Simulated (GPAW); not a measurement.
# I (Cmce) in GPAW: single point with LDA

Aim: the single point of I with LDA.

All numbers are computed with GPAW 26.7.0; they aren't measurements. Logs are shortened: lines on timing, memory, paths and dates and some standing lists are left out, and cuts for length are marked. The log counts tension as positive stress, the text compression.

## (1) The crystal as given

It takes space group Cmce (No. 64, orthorhombic). Conventional cell: a = 7.270 Å, b = 4.790 Å, c = 9.793 Å, α = 90.00°, β = 90.00°, γ = 90.00°. I (site symmetry m) is surrounded by 1 I at 2.68 Å.

## (2) Single point, LDA

run.py

```python
from ase import Atoms
from ase.dft.bandgap import bandgap
from ase.io import write
from ase.units import GPa
from gpaw import GPAW, PW

atoms = Atoms(['I', 'I', 'I', 'I'],
              cell=[[3.635035, -2.39502, 0.0],
                    [3.635035, 2.39502, 0.0],
                    [0.0, 0.0, 9.79344]],
              scaled_positions=[[0.6493, 0.3507, 0.3844],
                                [0.1493, 0.8507, 0.1156],
                                [0.3507, 0.6493, 0.6156],
                                [0.8507, 0.1493, 0.8844]],
              pbc=True)

calc = GPAW(mode=PW(450),
            xc='LDA',
            kpts={'size': (6, 6, 3), 'gamma': True},
            occupations={'name': 'fermi-dirac', 'width': 0.05},
            nbands=26,
            maxiter=120,
            txt='gpaw.txt')
atoms.calc = calc
energy = atoms.get_potential_energy()
forces = atoms.get_forces()
stress = atoms.get_stress()
calc.write('gs.gpw')
write('result.traj', atoms)
print(f'Energy: {energy:.6f} eV')
print('Forces (eV/A):')
print(forces.round(4))
print('Stress (GPa):', (stress / GPa).round(3))
print('Fermi level:', round(calc.get_fermi_level(), 4), 'eV')
print(f'Gap: {bandgap(calc)[0]:.4f} eV, direct: {bandgap(calc, direct=True)[0]:.4f} eV')
```

Potentials or basis: the program's PAW data sets (release 1.2.1) made for this functional, pw.

Launch:

```sh
$ OMP_NUM_THREADS=1 python run.py
```

gpaw.txt:

```text
__  _  _
 | _ |_)|_||  |
 |__||  | ||/\| - 26.7.0

Input parameters:
  mode=PW(ecut=450.00000000000006),
  kpts=MonkhorstPack(size=(6, 6, 3), gamma=True),
  maxiter=120,
  nbands=26,
  occupations=Occupations(name='fermi-dirac', width=0.05),
  xc=XC(name='LDA')

Diagonalizing LCAO Hamiltonian
Converting LCAO to pw mode

       I

         I

        I

          I

Atoms  # Å, Bohr magnetons
|   | symbol |        x |         y |        z |    initial magnetic moments |
|---|--------|----------|-----------|----------|-----------------------------|
| 0 |      I | 3.635035 | -0.715153 | 3.764598 | ( 0.0000,  0.0000,  0.0000) |
| 1 |      I | 3.635035 |  1.679867 | 1.132122 | ( 0.0000,  0.0000,  0.0000) |
| 2 |      I | 3.635035 |  0.715153 | 6.028842 | ( 0.0000,  0.0000,  0.0000) |
| 3 |      I | 3.635035 | -1.679867 | 8.661318 | ( 0.0000,  0.0000,  0.0000) |

Unit cell  # Å
| periodic |        x |         y |        z |  lengths |    angles |
|----------|----------|-----------|----------|----------|-----------|
|      yes | 3.635035 | -2.395020 | 0.000000 | 4.353114 | 90.000000 |
|      yes | 3.635035 |  2.395020 | 0.000000 | 4.353114 | 90.000000 |
|      yes | 0.000000 |  0.000000 | 9.793440 | 9.793440 | 66.759476 |

Number of symmetries: 4
Symmetry operations  # r_c * U_cc + t_c -> r_c
|   | kind |            matrix            |
|---|------|------------------------------|
| 0 |  E   |  1, 0, 0,  0, 1, 0,  0, 0, 1 |
| 1 |  C2  |  0, 1, 0,  1, 0, 0,  0, 0,-1 |
| 2 |  σ   |  0,-1, 0, -1, 0, 0,  0, 0, 1 |
| 3 |  i   | -1, 0, 0,  0,-1, 0,  0, 0,-1 |

BZ-sampling:
  Number of BZ points: 108
  Number of IBZ points: 34

  Monkhorst-Pack size: [6, 6, 3]
  Monkhorst-Pack shift: [0.08333333333333333, 0.08333333333333333, 0.0]

K-points  # in reciprocal-cell coordinates
|     |                                coordinates |     weight |
|-----|--------------------------------------------|------------|
|   0 | (  0.00000000,   0.00000000,   0.00000000) | 0.00925926 |
|   1 | (  0.00000000,   0.00000000,   0.33333333) | 0.01851852 |
|   2 | (  0.16666667,  -0.16666667,  -0.33333333) | 0.01851852 |
|   3 | (  0.16666667,  -0.16666667,   0.00000000) | 0.01851852 |
|   4 | (  0.16666667,  -0.16666667,   0.33333333) | 0.01851852 |
|   5 | (  0.16666667,   0.00000000,  -0.33333333) | 0.03703704 |
|   6 | (  0.16666667,   0.00000000,   0.00000000) | 0.03703704 |
|   7 | (  0.16666667,   0.00000000,   0.33333333) | 0.03703704 |
|   8 | (  0.16666667,   0.16666667,   0.00000000) | 0.01851852 |
|   9 | (  0.16666667,   0.16666667,   0.33333333) | 0.03703704 |
| ... |                                            |            |
|  33 | (  0.50000000,   0.50000000,   0.33333333) | 0.01851852 |

Plane wave coefficients: 3720
Cutoff: 450.00000000000006 eV

Spin-components: 1 (collinear spins)
Bands:           26
Projectors:      20
Spin-degeneracy: 2
Datatype:        complex128

Parallelization:
  kpt:    1
  domain: 1
  band:   1

Density:
  Valence electrons: 28.0
  Components: 1
  Grid points: [24 24 48]
  Charge: 0.0  # |e|

Potential:
  Grid points: [24 24 48]

species:
  I:
    name:    Iodine
    Z:       53.0
    valence: 7
    core:    46
    charge:  0.0  # [|e|]
    compensation charges:
      type: gauss
      rc: 0.37  # [Å]
      lmax: 2
    cutoffs:
      filter: 2.06  # [Å]
      core: 2.90  # [Å]
    projectors
    | kind |    occ | energy [eV] | rcut [Å] |
    |------|--------|-------------|----------|
    |   5s |  2.000 |     -17.626 |    1.164 |
    |   5p |  5.000 |      -7.241 |    1.164 |
    |    s |        |       9.585 |    1.164 |
    |    p |        |      19.970 |    1.164 |
    |    d |        |       0.000 |    1.164 |

    Using partial waves for I as LCAO basis

Reference energy: -773533.940915  # eV

eigensolver:
  PPCG
  Converge bands: occupied
  niter=2

density mixing:
  MSR1-Mixer
  Pratt-step length: 0.05
  Maximum mixing coefficient: 0.75
  Old densities: 10
  SVD Regularization: 0.005
  Good broyden scale: 1.0
  Trust region scale: 1.0
  Backstep threshold: 4.0
  History deletion threshold: 6.0
  Fourier metric: weight=20.0, sigma=0.015

occupation numbers:
  Fermi-Dirac:
    width: 0.0500  # eV

poisson solver:
  ecut: 3600.0000000000005  # eV

xc functional:
  name: None

convergence criteria:
- Maximum [total energy] change in last 3 cyles: 0.0005 eV / valence electron
- Maximum integral of absolute [dens]ity change: 0.0001 electrons / valence electron
- Maximum integral of absolute [eigenst]ate change: 4e-08 eV^2 / valence electron
maximum number of iterations: 120

SCF iterations
|iter     | |      energy | eigst |  dens |
|---------|-|-------------|-------|-------|
|iter:   1| |   -7.980488 | -0.82 |       |
|iter:   2| |   -7.941541 | -2.79 | -1.15 |
|iter:   3| |   -7.658051 | -2.36 | -1.18 |
|iter:   4| |   -7.645379 | -3.60 | -1.78 |
|iter:   5| |   -7.645074c| -4.91 | -2.45 |
|iter:   6| |   -7.645091c| -5.95 | -3.03 |
|iter:   7| |   -7.645054c| -6.51 | -3.26 |
|iter:   8| |   -7.645054c| -7.81c| -3.82 |
|iter:   9| |   -7.645054c| -8.38c| -4.52c|

Converged in 9 steps
Energy contributions relative to reference atoms: (reference = -773533.940915)

Energy contributions:
  Kinetic:           6.705582
  Coulomb:          -5.622310
  Zero:             -0.005514
  External:          0.000000
  Xc:               -8.722812
  Entropy:          -0.000001
  Spinorbit:         0.000000
  ----------------------------
  Free energy:      -7.645054
  Extrapolated:     -7.645054

dipole moment: (0.000129, -0.000000, 0.000174)  # |e|*Ang

Fermi level: 2.757
Eigenvalues  # (at kpt = [0.000, 0.000, 0.000])
| band index |      eig [eV] | occ [0-2] |
|------------|---------------|-----------|
|          0 |       -11.531 |     2.000 |
|        ... |               |           |
|          6 |         0.364 |     2.000 |
|          7 |         0.398 |     2.000 |
|          8 |         0.912 |     2.000 |
|          9 |         1.001 |     2.000 |
|         10 |         1.035 |     2.000 |
|         11 |         1.589 |     2.000 |
[... 8 lines left out ...]
|         20 |         9.332 |     0.000 |
|         21 |         9.574 |     0.000 |
|        ... |               |           |
|         25 |        10.808 |     0.000 |

Gap: 1.196 eV
Transition (v -> c):
  (s=0, k=0, n=13, [0.00, 0.00, 0.00]) -> (s=0, k=32, n=14, [0.50, 0.50, 0.00])
Direct/indirect transitions are different
Direct gap: 1.285 eV
Transition at: (s=0, k=0, n=13, [0.00, 0.00, 0.00])

Forces  # eV/Ang
|       x |        y |        z |
|---------|----------|----------|
| 0.00000 | -0.39179 | -0.79238 |  # I    0
| 0.00000 | -0.39181 |  0.79245 |  # I    1
| 0.00000 |  0.39179 |  0.79238 |  # I    2
| 0.00000 |  0.39181 | -0.79245 |  # I    3

Stress tensor  # eV/Ang^3
|        x |        y |         z |
|----------|----------|-----------|
| 0.004720 | 0.000000 |  0.000000 |
| 0.000000 | 0.007520 |  0.000000 |
| 0.000000 | 0.000000 | -0.000350 |

# Writing to gs.gpw (mode='')
```

Run time: 50 s. Hardware: 1 thread of Arm Neoverse V2, shared host; peak memory 0.23 GiB.

What came out:

```yaml
Free_energy: -7.6451 eV
Pressure: -0.6 GPa
Largest_force: 0.884 eV/Å
Band_gap_on_the_k_mesh: 1.20 eV, indirect (least direct gap 1.29 eV)
```

Forces in eV/Å, atoms in the order of the input:
```
I    0.000 -0.392 -0.792
I    0.000 -0.392  0.792
I    0.000  0.392  0.792
I    0.000  0.392 -0.792
```

Stress tensor (GPa, compression positive):
```
-0.76  0.00  0.00
 0.00 -1.20  0.00
 0.00  0.00  0.06
```

Levels at points of the mesh, in eV from the valence-band top:
| k point | band 11 | band 12 | band 13 | band 14 | band 15 | band 16 | band 17 | band 18 |
| --- | --- | --- | --- | --- | --- | --- | --- | --- |
| (0.00, 0.00, 0.00) | -1.12 | -0.57 | -0.06 | 0.00 | 1.29 | 2.13 | 5.00 | 5.12 |
| (0.50, 0.00, 0.00) | -1.26 | -1.26 | -0.42 | -0.42 | 2.18 | 2.18 | 5.26 | 5.26 |
| (0.50, 0.50, 0.00) | -1.85 | -1.38 | -0.73 | -0.27 | 1.20 | 1.75 | 5.00 | 5.74 |

Caveat: the cutoff is short for stress and forces, so pressures can be off by a GPa or more; spin-orbit coupling is left out, which moves the levels of the heavy elements; an odd mesh through Γ misses points on the zone boundary, where band edges often lie. As with any semilocal functional, this LDA gap is likely too small.
